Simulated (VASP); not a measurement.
A VASP 6.6.1 single-point calculation on PbSe

INCAR

```
SIGMA = 0.2
PREC = Accurate
LREAL = .FALSE.
ENCUT = 520
LCHARG = .FALSE.
NSW = 0
NBANDS = 28
ISMEAR = -5
NELM = 120
EDIFF = 1E-7
LWAVE = .FALSE.
NELECT = 40.1
ISIF = 2
LASPH = .TRUE.
IBRION = -1
GGA = PE
```

KPOINTS

```
KPOINTS created by Atomic Simulation Environment
0
Gamma
6 6 4
0 0 0
```

POSCAR

```
Pb Se
 1.0000000000000000
     5.1741442663999999   -0.0530349787000000    0.0000000000000000
    -2.6330017721000001    4.5074578669000003    0.0000000000000000
     0.0000000000000000    0.0000000000000000    6.2147757150000000
 Pb  Se
   2   2
Cartesian
 -0.0199999235372804  2.9876221262040401 -0.4031643317556611
  2.5611424178372797  1.4668007619959600  2.7042235257443390
 -0.0241896307016338  2.9875003624582681  2.7337052248806613
  2.5653321250016337  1.4669225257417318  5.8410930823806604
```

The recommended PBE PAW datasets give the neutral cell 40 valence electrons.

Command

```
mpirun -np 1 vasp_std
```

Q: How does this run end, and what does it give?

A: It converged. Results: pressure 1.7 GPa; largest force 0.02 eV/Å.

OSZICAR

```
N       E                     dE             d eps       ncg     rms          rms(c)
DAV:   1     0.409904646539E+03    0.40990E+03   -0.18276E+04  3360   0.141E+03
DAV:   2     0.305117659399E+02   -0.37939E+03   -0.36857E+03  3428   0.377E+02
DAV:   3    -0.143505418767E+02   -0.44862E+02   -0.44056E+02  4340   0.149E+02
DAV:   4    -0.164007986887E+02   -0.20503E+01   -0.20301E+01  3940   0.356E+01
DAV:   5    -0.164742949809E+02   -0.73496E-01   -0.73050E-01  4312   0.714E+00    0.420E+00
DAV:   6    -0.156984427847E+02    0.77585E+00   -0.17934E+00  4672   0.716E+00    0.225E+00
DAV:   7    -0.156890844188E+02    0.93584E-02   -0.35502E-01  3572   0.225E+00    0.133E+00
DAV:   8    -0.157004012328E+02   -0.11317E-01   -0.49881E-02  3984   0.186E+00    0.392E-01
DAV:   9    -0.156968366293E+02    0.35646E-02   -0.11749E-02  4764   0.912E-01    0.101E-01
DAV:  10    -0.156979380032E+02   -0.11014E-02   -0.21703E-03  3916   0.205E-01    0.428E-02
DAV:  11    -0.156981687689E+02   -0.23077E-03   -0.52429E-04  3644   0.136E-01    0.120E-02
DAV:  12    -0.156981666088E+02    0.21601E-05   -0.41675E-05  3932   0.365E-02    0.615E-03
DAV:  13    -0.156981616716E+02    0.49371E-05   -0.12174E-05  3504   0.143E-02    0.389E-03
DAV:  14    -0.156981560651E+02    0.56066E-05   -0.10602E-06  3472   0.776E-03    0.370E-04
DAV:  15    -0.156981553941E+02    0.67101E-06   -0.12453E-07  2928   0.199E-03    0.250E-04
DAV:  16    -0.156981552923E+02    0.10178E-06   -0.14054E-08  2128   0.129E-03    0.819E-05
DAV:  17    -0.156981552639E+02    0.28399E-07   -0.44529E-09  1792   0.673E-04
   1 F= -.15698155E+02 E0= -.15698155E+02  d E =0.000000E+00
```

The cell is charged and sits in a uniform background.

For comparison, a separate PBE run of the intended cell, on usual settings and not on those above, gives a gap of 1.17 eV on its mesh and a pressure of 0.8 GPa.
